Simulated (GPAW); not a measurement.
# Al (Fm-3m) in GPAW: settings compared

The runs below take Al through equation of state, band structure, with PBEint, revTPSS, mBEEF, PBE.

Everything below comes from runs of GPAW 26.7.0. Logs are shortened: lines on timing, memory, paths and dates and some standing lists are left out, and cuts for length are marked. The log counts tension as positive stress, the text compression.

**The experiment to reproduce.**

“The interpretation of polycrystalline coherent inelastic neutron scattering from aluminium”, 2013, pmc:3831299 quotes, for a bulk crystal of Al: bulk modulus 76.9 GPa.

The runs below are set against these values where they give the same quantity.

### 1 The crystal as given

The structure is cubic, space group Fm-3m (No. 225). Conventional cell: a = 4.050 Å, b = 4.050 Å, c = 4.050 Å, α = 90.00°, β = 90.00°, γ = 90.00°. Al (site symmetry m-3m) is surrounded by 12 Al at 2.86 Å.

### 2 Equation of state, PBEint

The input, run.py:

```python
import spglib
from ase import Atoms
from ase.eos import EquationOfState
from ase.io import Trajectory, read
from ase.units import GPa
from gpaw import GPAW, PW, setup_paths

setup_paths.insert(0, '.')

atoms = read('Al.cif')
cell, positions, numbers = spglib.find_primitive(
    (atoms.cell[:], atoms.get_scaled_positions(), atoms.numbers), symprec=1e-4)
atoms = Atoms(numbers, cell=cell, scaled_positions=positions, pbc=True)

traj = Trajectory('eos.traj', 'w')
volumes, energies = [], []
for x in [0.94, 0.96, 0.98, 1.0, 1.02, 1.04, 1.06]:
    a = atoms.copy()
    a.set_cell(atoms.cell * x**(1 / 3), scale_atoms=True)
    calc = GPAW(mode=PW(600),
                xc='GGA_X_PBEINT+GGA_C_PBEINT',
                kpts={'size': (11, 11, 11), 'gamma': True},
                occupations={'name': 'fermi-dirac', 'width': 0.05},
                nbands=7,
                convergence={'density': 1e-05, 'energy': 1e-05},
                maxiter=150,
                txt=f'eos-{x:.2f}.txt')
    a.calc = calc
    energies.append(a.get_potential_energy(force_consistent=True))
    volumes.append(a.get_volume())
    p = -a.get_stress()[:3].mean() / GPa
    calc.write(f'eos-{x:.2f}.gpw')
    traj.write(a)
    print(f'{x:.2f} {volumes[-1]:10.4f} A^3 {energies[-1]:14.6f} eV {p:9.3f} GPa', flush=True)

v0, e0, B = EquationOfState(volumes, energies, eos='birchmurnaghan').fit()
print(f'V0 = {v0:.4f} A^3, E0 = {e0:.6f} eV, B0 = {B / GPa:.2f} GPa')
```

The input, Al.cif:

```cif
data_Al
_cell_length_a 4.04961000
_cell_length_b 4.04961000
_cell_length_c 4.04961000
_cell_angle_alpha 90.00000000
_cell_angle_beta 90.00000000
_cell_angle_gamma 90.00000000
_space_group_name_H-M_alt 'Fm-3m'
_space_group_name_Hall '-F 4 2 3'
_space_group_IT_number 225
loop_
_space_group_symop_operation_xyz
'x,y,z'
'-x,-y,-z'
'-y,x,z'
'y,-x,-z'
'-x,-y,z'
'x,y,-z'
'y,-x,z'
'-y,x,-z'
'x,-y,-z'
'-x,y,z'
'-y,-x,-z'
'y,x,z'
'-x,y,-z'
'x,-y,z'
'y,x,-z'
'-y,-x,z'
'z,x,y'
'-z,-x,-y'
'z,-y,x'
'-z,y,-x'
'z,-x,-y'
'-z,x,y'
'z,y,-x'
'-z,-y,x'
'-z,x,-y'
'z,-x,y'
'-z,-y,-x'
'z,y,x'
'-z,-x,y'
'z,x,-y'
'-z,y,x'
'z,-y,-x'
'y,z,x'
'-y,-z,-x'
'x,z,-y'
'-x,-z,y'
'-y,z,-x'
'y,-z,x'
'-x,z,y'
'x,-z,-y'
'-y,-z,x'
'y,z,-x'
'-x,-z,-y'
'x,z,y'
'y,-z,-x'
'-y,z,x'
'x,-z,y'
'-x,z,-y'
'x,y+1/2,z+1/2'
'-x,-y+1/2,-z+1/2'
'-y,x+1/2,z+1/2'
[... 62 lines left out ...]
'-z+1/2,-x,-y+1/2'
'z+1/2,-y,x+1/2'
'-z+1/2,y,-x+1/2'
'z+1/2,-x,-y+1/2'
'-z+1/2,x,y+1/2'
'z+1/2,y,-x+1/2'
'-z+1/2,-y,x+1/2'
'-z+1/2,x,-y+1/2'
'z+1/2,-x,y+1/2'
'-z+1/2,-y,-x+1/2'
'z+1/2,y,x+1/2'
'-z+1/2,-x,y+1/2'
'z+1/2,x,-y+1/2'
'-z+1/2,y,x+1/2'
'z+1/2,-y,-x+1/2'
'y+1/2,z,x+1/2'
'-y+1/2,-z,-x+1/2'
'x+1/2,z,-y+1/2'
'-x+1/2,-z,y+1/2'
'-y+1/2,z,-x+1/2'
'y+1/2,-z,x+1/2'
'-x+1/2,z,y+1/2'
'x+1/2,-z,-y+1/2'
'-y+1/2,-z,x+1/2'
'y+1/2,z,-x+1/2'
'-x+1/2,-z,-y+1/2'
'x+1/2,z,y+1/2'
'y+1/2,-z,-x+1/2'
'-y+1/2,z,x+1/2'
'x+1/2,-z,y+1/2'
'-x+1/2,z,-y+1/2'
'x+1/2,y+1/2,z'
'-x+1/2,-y+1/2,-z'
'-y+1/2,x+1/2,z'
'y+1/2,-x+1/2,-z'
'-x+1/2,-y+1/2,z'
'x+1/2,y+1/2,-z'
'y+1/2,-x+1/2,z'
'-y+1/2,x+1/2,-z'
'x+1/2,-y+1/2,-z'
'-x+1/2,y+1/2,z'
'-y+1/2,-x+1/2,-z'
'y+1/2,x+1/2,z'
'-x+1/2,y+1/2,-z'
'x+1/2,-y+1/2,z'
'y+1/2,x+1/2,-z'
'-y+1/2,-x+1/2,z'
'z+1/2,x+1/2,y'
'-z+1/2,-x+1/2,-y'
'z+1/2,-y+1/2,x'
'-z+1/2,y+1/2,-x'
'z+1/2,-x+1/2,-y'
'-z+1/2,x+1/2,y'
'z+1/2,y+1/2,-x'
'-z+1/2,-y+1/2,x'
'-z+1/2,x+1/2,-y'
'z+1/2,-x+1/2,y'
'-z+1/2,-y+1/2,-x'
'z+1/2,y+1/2,x'
'-z+1/2,-x+1/2,y'
'z+1/2,x+1/2,-y'
'-z+1/2,y+1/2,x'
'z+1/2,-y+1/2,-x'
'y+1/2,z+1/2,x'
'-y+1/2,-z+1/2,-x'
'x+1/2,z+1/2,-y'
'-x+1/2,-z+1/2,y'
'-y+1/2,z+1/2,-x'
'y+1/2,-z+1/2,x'
'-x+1/2,z+1/2,y'
'x+1/2,-z+1/2,-y'
'-y+1/2,-z+1/2,x'
'y+1/2,z+1/2,-x'
'-x+1/2,-z+1/2,-y'
'x+1/2,z+1/2,y'
'y+1/2,-z+1/2,-x'
'-y+1/2,z+1/2,x'
'x+1/2,-z+1/2,y'
'-x+1/2,z+1/2,-y'
loop_
_atom_site_label
_atom_site_type_symbol
_atom_site_symmetry_multiplicity
_atom_site_Wyckoff_symbol
_atom_site_fract_x
_atom_site_fract_y
_atom_site_fract_z
_atom_site_occupancy
Al1 Al 4 a 0.0000000000 0.0000000000 0.0000000000 1
```

Potentials or basis: PAW data sets generated in the run's folder for this functional, pw.

Run with:

```bash
$ gpaw-setup -f GGA_X_PBEINT+GGA_C_PBEINT Al
$ OMP_NUM_THREADS=1 python run.py
```

Output:

```text
__  _  _
 | _ |_)|_||  |
 |__||  | ||/\| - 26.7.0

Input parameters:
  mode=PW(ecut=600.0),
  convergence={'density': 1e-05, 'energy': 1e-05},
  kpts=MonkhorstPack(size=(11, 11, 11), gamma=True),
  maxiter=150,
  nbands=7,
  occupations=Occupations(name='fermi-dirac', width=0.05),
  xc=XC(name='GGA_X_PBEINT+GGA_C_PBEINT')

Diagonalizing LCAO Hamiltonian
Converting LCAO to pw mode

       Al

Atoms  # Å, Bohr magnetons
|   | symbol |        x |        y |        z |    initial magnetic moments |
|---|--------|----------|----------|----------|-----------------------------|
| 0 |     Al | 0.000000 | 0.000000 | 0.000000 | ( 0.0000,  0.0000,  0.0000) |

Unit cell  # Å
| periodic |        x |        y |        z |  lengths |    angles |
|----------|----------|----------|----------|----------|-----------|
|      yes | 0.000000 | 1.983471 | 1.983471 | 2.805051 | 60.000000 |
|      yes | 1.983471 | 0.000000 | 1.983471 | 2.805051 | 60.000000 |
|      yes | 1.983471 | 1.983471 | 0.000000 | 2.805051 | 60.000000 |

Number of symmetries: 48
Symmetry operations  # r_c * U_cc + t_c -> r_c
|    | kind |            matrix            |
|----|------|------------------------------|
|  0 |  σ   |  1, 0, 0,  1, 0,-1,  1,-1, 0 |
|  1 |  C2  |  1, 0, 0,  1,-1, 0,  1, 0,-1 |
|  2 |  E   |  1, 0, 0,  0, 1, 0,  0, 0, 1 |
|  3 |  σ   |  1, 0, 0,  0, 0, 1,  0, 1, 0 |
|  4 |  C4  |  1, 0,-1,  1, 0, 0,  1,-1, 0 |
|  5 |  S6  |  1, 0,-1,  1,-1, 0,  1, 0, 0 |
|  6 |  σ   |  1, 0,-1,  0, 1,-1,  0, 0,-1 |
|  7 |  C3  |  1, 0,-1,  0, 0,-1,  0, 1,-1 |
|  8 |  S6  |  1,-1, 0,  1, 0, 0,  1, 0,-1 |
|  9 |  C4  |  1,-1, 0,  1, 0,-1,  1, 0, 0 |
| 10 |  C3  |  1,-1, 0,  0,-1, 1,  0,-1, 0 |
| 11 |  σ   |  1,-1, 0,  0,-1, 0,  0,-1, 1 |
| 12 |  σ   |  0, 1, 0,  1, 0, 0,  0, 0, 1 |
| 13 |  C4  |  0, 1, 0,  0, 1,-1, -1, 1, 0 |
| 14 |  C3  |  0, 1, 0,  0, 0, 1,  1, 0, 0 |
| 15 |  S6  |  0, 1, 0, -1, 1, 0,  0, 1,-1 |
| 16 |  C2  |  0, 1,-1,  1, 0,-1,  0, 0,-1 |
| 17 |  σ   |  0, 1,-1,  0, 1, 0, -1, 1, 0 |
| 18 |  S4  |  0, 1,-1,  0, 0,-1,  1, 0,-1 |
| 19 |  C4  |  0, 1,-1, -1, 1, 0,  0, 1, 0 |
| 20 |  C3  |  0, 0, 1,  1, 0, 0,  0, 1, 0 |
| 21 |  σ   |  0, 0, 1,  0, 1, 0,  1, 0, 0 |
| 22 |  S6  |  0, 0, 1,  0,-1, 1, -1, 0, 1 |
| 23 |  C4  |  0, 0, 1, -1, 0, 1,  0,-1, 1 |
| 24 |  S4  |  0, 0,-1,  1, 0,-1,  0, 1,-1 |
| 25 |  C3  |  0, 0,-1,  0, 1,-1,  1, 0,-1 |
| 26 |  C2  |  0, 0,-1,  0,-1, 0, -1, 0, 0 |
| 27 |  S6  |  0, 0,-1, -1, 0, 0,  0,-1, 0 |
| 28 |  S4  |  0,-1, 1,  1,-1, 0,  0,-1, 0 |
| 29 |  C4  |  0,-1, 1,  0, 0, 1, -1, 0, 1 |
| 30 |  C2  |  0,-1, 1,  0,-1, 0,  1,-1, 0 |
| 31 |  σ   |  0,-1, 1, -1, 0, 1,  0, 0, 1 |
| 32 |  C3  |  0,-1, 0,  1,-1, 0,  0,-1, 1 |
| 33 |  S6  |  0,-1, 0,  0, 0,-1, -1, 0, 0 |
| 34 |  S4  |  0,-1, 0,  0,-1, 1,  1,-1, 0 |
| 35 |  C2  |  0,-1, 0, -1, 0, 0,  0, 0,-1 |
| 36 |  C2  | -1, 1, 0,  0, 1, 0,  0, 1,-1 |
| 37 |  S6  | -1, 1, 0,  0, 1,-1,  0, 1, 0 |
| 38 |  S4  | -1, 1, 0, -1, 0, 1, -1, 0, 0 |
| 39 |  C3  | -1, 1, 0, -1, 0, 0, -1, 0, 1 |
| 40 |  S6  | -1, 0, 1,  0, 0, 1,  0,-1, 1 |
| 41 |  C2  | -1, 0, 1,  0,-1, 1,  0, 0, 1 |
| 42 |  C3  | -1, 0, 1, -1, 1, 0, -1, 0, 0 |
| 43 |  S4  | -1, 0, 1, -1, 0, 0, -1, 1, 0 |
| 44 |  C2  | -1, 0, 0,  0, 0,-1,  0,-1, 0 |
| 45 |  i   | -1, 0, 0,  0,-1, 0,  0, 0,-1 |
| 46 |  σ   | -1, 0, 0, -1, 1, 0, -1, 0, 1 |
| 47 |  C2  | -1, 0, 0, -1, 0, 1, -1, 1, 0 |

BZ-sampling:
  Number of BZ points: 1331
  Number of IBZ points: 56

  Monkhorst-Pack size: [11, 11, 11]
  Monkhorst-Pack shift: [0, 0, 0]

K-points  # in reciprocal-cell coordinates
|     |                                coordinates |     weight |
|-----|--------------------------------------------|------------|
|   0 | (  0.00000000,   0.00000000,   0.00000000) | 0.00075131 |
|   1 | (  0.09090909,   0.09090909,   0.00000000) | 0.00450789 |
|   2 | (  0.09090909,   0.09090909,   0.09090909) | 0.00601052 |
|   3 | (  0.18181818,   0.09090909,   0.09090909) | 0.00901578 |
|   4 | (  0.18181818,   0.18181818,   0.00000000) | 0.00450789 |
|   5 | (  0.18181818,   0.18181818,   0.09090909) | 0.01803156 |
|   6 | (  0.18181818,   0.18181818,   0.18181818) | 0.00601052 |
|   7 | (  0.27272727,   0.18181818,   0.09090909) | 0.01803156 |
|   8 | (  0.27272727,   0.18181818,   0.18181818) | 0.01803156 |
|   9 | (  0.27272727,   0.27272727,   0.00000000) | 0.00450789 |
| ... |                                            |            |
|  55 | (  0.45454545,   0.45454545,   0.45454545) | 0.00601052 |

Plane wave coefficients: 534
Cutoff: 600.0 eV

Spin-components: 1 (collinear spins)
Bands:           7
Projectors:      5
Spin-degeneracy: 2
Datatype:        complex128

Parallelization:
  kpt:    1
  domain: 1
  band:   1

Density:
  Valence electrons: 3.0
  Components: 1
  Grid points: [16 16 16]
  Charge: 0.0  # |e|

Potential:
  Grid points: [16 16 16]

species:
  Al:
    name:    Aluminium
    Z:       13.0
    valence: 3
    core:    10
    charge:  0.0  # [|e|]
    compensation charges:
      type: gauss
      rc: 0.34  # [Å]
      lmax: 2
    cutoffs:
      filter: 1.91  # [Å]
      core: 2.36  # [Å]
    projectors
    | kind |    occ | energy [eV] | rcut [Å] |
    |------|--------|-------------|----------|
    |   3s |  2.000 |      -7.679 |    1.085 |
    |   3p |  1.000 |      -2.671 |    1.085 |
    |    s |        |      19.532 |    1.085 |
    |    p |        |      24.541 |    1.085 |
    |    d |        |       0.000 |    1.085 |

    Using partial waves for Al as LCAO basis

Reference energy: -6591.303991  # eV

eigensolver:
  PPCG
  Converge bands: occupied
  niter=2

density mixing:
  MSR1-Mixer
  Pratt-step length: 0.05
  Maximum mixing coefficient: 0.75
  Old densities: 10
  SVD Regularization: 0.005
  Good broyden scale: 1.0
  Trust region scale: 1.0
  Backstep threshold: 4.0
  History deletion threshold: 6.0
  Fourier metric: weight=20.0, sigma=0.015

occupation numbers:
  Fermi-Dirac:
    width: 0.0500  # eV

poisson solver:
  ecut: 4800.0  # eV

xc functional:
  name: GGA_X_PBEINT+GGA_C_PBEINT with 2 nearest neighbor stencil

convergence criteria:
- Maximum integral of absolute [dens]ity change: 1e-05 electrons / valence electron
- Maximum [total energy] change in last 3 cyles: 1e-05 eV / valence electron
- Maximum integral of absolute [eigenst]ate change: 4e-08 eV^2 / valence electron
maximum number of iterations: 150

SCF iterations
|iter     | |      energy | eigst |  dens |
|---------|-|-------------|-------|-------|
|iter:   1| |   -4.009776 | -0.23 |       |
|iter:   2| |   -4.009965 | -3.49 | -0.98 |
|iter:   3| |   -4.010394 | -2.99 | -1.01 |
|iter:   4| |   -4.011019 | -3.74 | -1.57 |
|iter:   5| |   -4.011039 | -6.05 | -2.90 |
|iter:   6| |   -4.011042c| -6.71 | -3.32 |
|iter:   7| |   -4.011042c| -8.55c| -4.58 |
|iter:   8| |   -4.011042c| -8.95c| -5.10c|

Converged in 8 steps
Energy contributions relative to reference atoms: (reference = -6591.303991)

Energy contributions:
  Kinetic:           6.104809
  Coulomb:          -3.638840
  Zero:             -0.009884
  External:          0.000000
  Xc:               -6.465214
  Entropy:          -0.003825
  Spinorbit:         0.000000
  ----------------------------
  Free energy:      -4.012955
  Extrapolated:     -4.011042

dipole moment: (-6.798403, -6.798403, -6.798403)  # |e|*Ang

Fermi level: 7.701
Eigenvalues  # (at kpt = [0.000, 0.000, 0.000])
| band index |      eig [eV] | occ [0-2] |
|------------|---------------|-----------|
|          0 |        -3.824 |     2.000 |
|          1 |        20.653 |     0.000 |
|          2 |        20.653 |     0.000 |
|          3 |        20.653 |     0.000 |
|          4 |        22.614 |     0.000 |
|          5 |        22.614 |     0.000 |
|          6 |        22.614 |     0.000 |

No gap
No difference between direct/indirect transitions

Stress tensor  # eV/Ang^3
|         x |         y |         z |
|-----------|-----------|-----------|
| -0.027540 |  0.000000 |  0.000000 |
|  0.000000 | -0.027540 |  0.000000 |
|  0.000000 |  0.000000 | -0.027540 |

# Writing to eos-0.94.gpw (mode='')
```

Run time: 28 s. Hardware: 1 thread of Intel Xeon Platinum 8488C (Sapphire Rapids), shared host; peak memory 0.16 GiB.

Results:

| Quantity | Value |
| --- | --- |
| Equilibrium volume | 16.37 Å³/atom |
| Bulk modulus | 83 GPa |
| Pressure derivative of the bulk modulus | 4.4 |

Energy against volume, from the lowest point:
| volume (Å³/atom) | energy (meV/atom) |
| --- | --- |
| 15.607 | 9.95 |
| 15.939 | 2.95 |
| 16.271 | 0.00 |
| 16.603 | 0.67 |
| 16.935 | 4.61 |
| 17.267 | 11.46 |
| 17.599 | 20.91 |

(Part 1 of 3 ends here.)
